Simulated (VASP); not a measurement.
# InPd (Pm-3m) in VASP: notebook

One crystal, InPd, is run at these levels: LDA, PBEsol, PBE; tasks: relaxation of cell and atoms, single point.

Everything below comes from runs of VASP 6.6.1. Logs are shortened: lines on timing, memory, paths and dates and some standing lists are left out, and cuts for length are marked.

### 1 The structure

The structure is cubic, space group Pm-3m (No. 221). Conventional cell: a = 3.272 Å, b = 3.272 Å, c = 3.272 Å, α = 90.00°, β = 90.00°, γ = 90.00°. In (site symmetry m-3m) has 8 Pd at 2.83 Å as nearest neighbours. Pd (site symmetry m-3m) is surrounded by 8 In at 2.83 Å.

The cell comes from a database or a generator and needn't be the stable form of this composition.

### 2 Relaxation of cell and atoms, LDA

INCAR reads:

```
SYSTEM = InPd
PREC = Accurate
ENCUT = 600
EDIFF = 1E-6
ISMEAR = -1
SIGMA = 0.05
LREAL = .False.
LASPH = .True.
NELM = 100
ALGO = Normal
ISIF = 3
LWAVE = .False.
LCHARG = .False.
GGA = CA
IBRION = 2
NSW = 40
EDIFFG = -0.02
```

KPOINTS reads:

```
regular mesh
0
Gamma
  8 8 8
  0 0 0
```

POSCAR reads:

```
InPd
1.0
    3.2718847800      0.0000000000      0.0000000000
    0.0000000000      3.2718847800      0.0000000000
    0.0000000000      0.0000000000      3.2718847800
In Pd
1 1
Direct
    0.0000000000      0.0000000000      0.0000000000
    0.5000000000      0.5000000000      0.5000000000
```

Potentials or basis: VASP PAW LDA potentials, release 64 (In_d, Pd).

On the command line:

```console
> cat potpaw_LDA.64/In_d/POTCAR potpaw_LDA.64/Pd/POTCAR > POTCAR
> mpirun -np 1 vasp_std > vasp.out
```

OUTCAR:

```text
SYSTEM = InPd
   PREC = Accurate
   ENCUT = 600
   EDIFF = 1E-6
   ISMEAR = -1
   LREAL = .False.
   LASPH = .True.
   NELM = 100
   ISIF = 3
   GGA = CA
   IBRION = 2
   NSW = 40
   EDIFFG = -0.02

 ion  position               nearest neighbor table
   1  0.000  0.000  0.000-   2 2.83   2 2.83   2 2.83   2 2.83   2 2.83   2 2.83   2 2.83   2 2.83

   2  0.500  0.500  0.500-   1 2.83   1 2.83   1 2.83   1 2.83   1 2.83   1 2.83   1 2.83   1 2.83

  LATTYP: Found a simple cubic cell.
 ALAT       =     3.2718847800

  Lattice vectors:

 A1 = (   3.2718847800,   0.0000000000,   0.0000000000)
 A2 = (   0.0000000000,   3.2718847800,   0.0000000000)
 A3 = (   0.0000000000,   0.0000000000,   3.2718847800)

Analysis of symmetry for initial positions (statically):
=====================================================================
 Subroutine PRICEL returns:
 Original cell was already a primitive cell.

 Routine SETGRP: Setting up the symmetry group for a
 simple cubic supercell.

 Subroutine GETGRP returns: Found 48 space group operations
 (whereof 48 operations were pure point group operations)
 out of a pool of 48 trial point group operations.

The static configuration has the point symmetry O_h .

Analysis of symmetry for dynamics (positions and initial velocities):
=====================================================================
 Subroutine PRICEL returns:
 Original cell was already a primitive cell.

 Routine SETGRP: Setting up the symmetry group for a
 simple cubic supercell.

 Subroutine GETGRP returns: Found 48 space group operations
 (whereof 48 operations were pure point group operations)
 out of a pool of 48 trial point group operations.

The dynamic configuration has the point symmetry O_h .

 Subroutine INISYM returns: Found 48 space group operations
 (whereof 48 operations are pure point group operations),
 and found     1 'primitive' translations

----------------------------------------------------------------------------------------

                                     Primitive cell

  volume of cell :      35.0263

  direct lattice vectors                    reciprocal lattice vectors
     3.271884780  0.000000000  0.000000000     0.305634234  0.000000000  0.000000000
     0.000000000  3.271884780  0.000000000     0.000000000  0.305634234  0.000000000
     0.000000000  0.000000000  3.271884780     0.000000000  0.000000000  0.305634234

  length of vectors
     3.271884780  3.271884780  3.271884780     0.305634234  0.305634234  0.305634234

  position of ions in fractional coordinates (direct lattice)
     0.000000000  0.000000000  0.000000000
     0.500000000  0.500000000  0.500000000

  ion indices of the primitive-cell ions
   primitive index   ion index
                 1           1
                 2           2

----------------------------------------------------------------------------------------

 KPOINTS: regular mesh

Automatic generation of k-mesh.
 Grid dimensions read from file:
 generate k-points for:    8    8    8

 Generating k-lattice:

  Cartesian coordinates                     Fractional coordinates (reciprocal lattice)
     0.038204279  0.000000000  0.000000000     0.125000000  0.000000000  0.000000000
     0.000000000  0.038204279  0.000000000     0.000000000  0.125000000  0.000000000
     0.000000000  0.000000000  0.038204279     0.000000000  0.000000000  0.125000000

  Length of vectors
     0.038204279  0.038204279  0.038204279

  Shift w.r.t. Gamma in fractional coordinates (k-lattice)
     0.000000000  0.000000000  0.000000000

 Subroutine IBZKPT returns following result:
 ===========================================

 Found     35 irreducible k-points:

 Following reciprocal coordinates:
            Coordinates               Weight
  0.000000  0.000000  0.000000      1.000000
  0.125000  0.000000  0.000000      6.000000
  0.250000  0.000000  0.000000      6.000000
  0.375000  0.000000  0.000000      6.000000
  0.500000  0.000000  0.000000      3.000000
  0.125000  0.125000  0.000000     12.000000
[... 16 lines left out ...]
  0.375000  0.375000  0.125000     24.000000
  0.500000  0.375000  0.125000     24.000000
 [... further k-points ...]
   k-points           NKPTS =     35   k-points in BZ     NKDIM =     35   number of bands    NBANDS=     15
   number of dos      NEDOS =    301   number of ions     NIONS =      2
   total plane-waves  NPLWV =  21952
   dimension x,y,z NGX =    28 NGY =   28 NGZ =   28
   dimension x,y,z NGXF=    56 NGYF=   56 NGZF=   56
   ions per type =               1   1
   NGX,Y,Z   is equivalent  to a cutoff of  14.23, 14.23, 14.23 a.u.
   NGXF,Y,Z  is equivalent  to a cutoff of  28.45, 28.45, 28.45 a.u.
 SYSTEM =  InPd
   PREC   = accura    normal or accurate (medium, high low for compatibility)
   ISTART =      0    job   : 0-new  1-cont  2-samecut
   ICHARG =      2    charge: 1-file 2-atom 10-const
   ISPIN  =      1    spin polarized calculation?
   LNONCOLLINEAR =      F non collinear calculations
   LSORBIT =      F    spin-orbit coupling
   LASPH  =      T    aspherical Exc in radial PAW
   ENCUT  =  600.0 eV  44.10 Ry    6.64 a.u.   6.53  6.53  6.53*2*pi/ulx,y,z
   NELM   =    100;   NELMIN=  2; NELMDL= -5     # of ELM steps
   EDIFF  = 0.1E-05   stopping-criterion for ELM
   LREAL  =      F    real-space projection
   EDIFFG = -.2E-01   stopping-criterion for IOM
   NSW    =     40    number of steps for IOM
   IBRION =      2    ionic relax: 0-MD 1-quasi-New 2-CG
   NFREE  =      1    steps in history (QN), initial steepest desc. (CG)
   ISIF   =      3    stress and relaxation
   ISYM   =      2    0-nonsym 1-usesym 2-fastsym
   POTIM  = 0.5000    time-step for ionic-motion
   TEBEG  =    0.0;   TEEND  =   0.0 temperature during run
   PSTRESS=    0.0 pullay stress
   NELECT =      23.0000    total number of electrons
   NUPDOWN=      -1.0000    fix difference up-down
   EMIN   =  10.00;   EMAX   =-10.00  energy-range for DOS
   EFERMI =   0.00;   METHOD = LEGACY
   ISMEAR =    -1;   SIGMA  =   0.05  broadening in eV -4-tet -1-fermi 0-gaus
   EFERMI_NEDOS =   21; number of points for ismear=-14 and -15
   IALGO  =     38    algorithm
   IMIX   =      4    mixing-type and parameters
     AMIX     =   0.40;   BMIX     =  1.00
     AMIX_MAG =   1.60;   BMIX_MAG =  1.00
  volume/ion in A,a.u.               =      17.51       118.18
  Fermi-wavevector in a.u.,A,eV,Ry     =   1.422938  2.688964 27.548447  2.024754
  Thomas-Fermi vector in A             =   2.543589
   LORBIT       =      0    0 simple, 1 ext, 2 COOP (PROOUT), +10 PAW based schemes
   GGA     = CA    functional components
   LHFCALC =     F    Hartree Fock is set to
   AEXX    =    0.0000 exact exchange contribution
   IVDW    =     0    specifies the selected vdW correction
   LEPSILON=     F    determine dielectric tensor
   LRPA    =     F    only Hartree local field effects (RPA)
 conjugate gradient relaxation of ions
 non-spin polarized calculation
  energy-cutoff  :      600.00
  volume of cell :       35.03
 maximum number of plane-waves:      1189
 NGX is ok and might be reduce to    28
   NGX = 13   NGY = 13   NGZ = 13

--------------------------------------- Ionic step        1  -------------------------------------------

 number of electron      23.0000010 magnetization

 Free energy of the ion-electron system (eV)
  ---------------------------------------------------
  ext. energy  EPLUGINS =         0.00000000
  ---------------------------------------------------
  free energy    TOTEN  =       -10.76695495 eV

  energy without entropy =      -10.75671719  energy(sigma->0) =      -10.76183607

------------------------ aborting loop because EDIFF is reached ----------------------------------------

  FORCE on cell =-STRESS in cart. coord.  units (eV):
  Direction    XX          YY          ZZ          XY          YZ          ZX
  --------------------------------------------------------------------------------------
  -------------------------------------------------------------------------------------
  Total       -1.4559427     -1.4559427     -1.4559427     -0.0000000     -0.0000000     -0.0000000
  in kB      -66.5979491    -66.5979491    -66.5979491     -0.0000000     -0.0000000     -0.0000000
  external PRESSURE =     -66.5979491 kB  Pullay stress =       0.0000000 kB
[... 57 lines left out ...]
  energy  without entropy=      -10.7380431999  energy(sigma->0) =      -10.74285512

--------------------------------------- Ionic step        3  -------------------------------------------

 number of electron      22.9999993 magnetization

 Free energy of the ion-electron system (eV)
  ---------------------------------------------------
  ext. energy  EPLUGINS =         0.00000000
  ---------------------------------------------------
  free energy    TOTEN  =       -10.80406574 eV

  energy without entropy =      -10.79390724  energy(sigma->0) =      -10.79898649

 E-fermi :  10.9234     XC(G=0): -12.8168

 val. band max:       10.8904293948   @ k =   0.3750   0.2500   0.1250
 cond. band min:      10.9731277075   @ k =   0.5000   0.5000   0.5000
 fundamental gap:      0.0826983127
 Fermi energy:        10.9234377898

 k-point     1 :       0.0000    0.0000    0.0000
  band No.  band energies     occupation
      1      -4.0073      2.00000
      2      -4.0073      2.00000
      3      -3.5319      2.00000
      4      -3.5319      2.00000
      5      -3.5319      2.00000
      6       0.4878      2.00000
      7       6.9721      2.00000
      8       6.9721      2.00000
      9       8.6352      2.00000
     10       8.6352      2.00000
     11       8.6352      2.00000
     12      15.2316      0.00000
     13      15.2316      0.00000
     14      15.2316      0.00000
     15      20.9347      0.00000
[... 397 lines left out ...]
 k-point    24 :       0.5000    0.3750    0.1250
  band No.  band energies     occupation
      1      -3.9023      2.00000
      2      -3.7287      2.00000
      3      -3.7168      2.00000
      4      -3.6934      2.00000
      5      -3.3450      2.00000
      6       4.5756      2.00000
      7       6.7982      2.00000
      8       7.2277      2.00000
      9       7.6946      2.00000
     10       8.6432      2.00000
     11       9.3625      2.00000
     12       9.9442      2.00000
     13      13.4084      0.00000
     14      14.6740      0.00000
     15      19.0241      0.00000

 [... further k-points ...]

------------------------ aborting loop because EDIFF is reached ----------------------------------------

  FORCE on cell =-STRESS in cart. coord.  units (eV):
  Direction    XX          YY          ZZ          XY          YZ          ZX
  --------------------------------------------------------------------------------------
  -------------------------------------------------------------------------------------
  Total       -0.0117230     -0.0117230     -0.0117230     -0.0000000     -0.0000000     -0.0000000
  in kB       -0.5631703     -0.5631703     -0.5631703     -0.0000000     -0.0000000     -0.0000000
  external PRESSURE =      -0.5631703 kB  Pullay stress =       0.0000000 kB
[... 17 lines left out ...]
  FREE ENERGIE OF THE ION-ELECTRON SYSTEM (eV)
  ---------------------------------------------------
  free  energy   TOTEN  =       -10.8040657362 eV

  energy  without entropy=      -10.7939072390  energy(sigma->0) =      -10.79898649

 reached required accuracy - stopping structural energy minimisation
```

It took 27 s on 1 thread of Intel Xeon Platinum 8559C (Emerald Rapids), shared host; peak memory 0.16 GiB.

Results:

* Free energy: -10.8041 eV
* Relaxed volume: 16.68 Å³/atom
* Relaxed cell: a = 3.219 Å, b = 3.219 Å, c = 3.219 Å, α = 90.00°, β = 90.00°, γ = 90.00°
* Space group after relaxing (to 0.05 Å): Pm-3m (No. 221)
* Energy gained by relaxing: 18.6 meV/atom
* Ionic steps: 3
* Pressure after relaxing: -0.1 GPa
* Band gap on the k mesh: none (metal or under the smearing width)

The path:
| step | energy change (eV) | largest force (eV/Å) | pressure (GPa) | volume (Å³) |
| --- | --- | --- | --- | --- |
| 1 | 0.0000 | 0.0000 | -6.66 | 35.03 |
| 2 | 0.0193 | 0.0000 | 10.29 | 31.46 |
| 3 | -0.0371 | 0.0000 | -0.06 | 33.35 |

Final structure:
```
In Pd
1.0
     3.21887    0.00000    0.00000
     0.00000    3.21887    0.00000
     0.00000    0.00000    3.21887
In Pd
1 1
Direct
  0.00000 0.00000 0.00000
  0.50000 0.50000 0.50000
```

Levels at points of the mesh, in eV from the Fermi level:
| k point | band 9 | band 10 | band 11 | band 12 | band 13 | band 14 | band 15 |
| --- | --- | --- | --- | --- | --- | --- | --- |
| (0.00, 0.00, 0.00) | -2.29 | -2.29 | -2.29 | 4.31 | 4.31 | 4.31 | 10.01 |
| (0.50, 0.00, 0.00) | -3.38 | -3.38 | -2.39 | -1.05 | 9.99 | 9.99 | 10.25 |
| (0.50, 0.50, 0.00) | -2.72 | -2.44 | -2.44 | -1.66 | 1.75 | 2.70 | 9.76 |
| (0.50, 0.50, 0.50) | -1.62 | -1.62 | 0.05 | 3.97 | 3.97 | 3.97 | 4.69 |

[end of part 1 of 2]
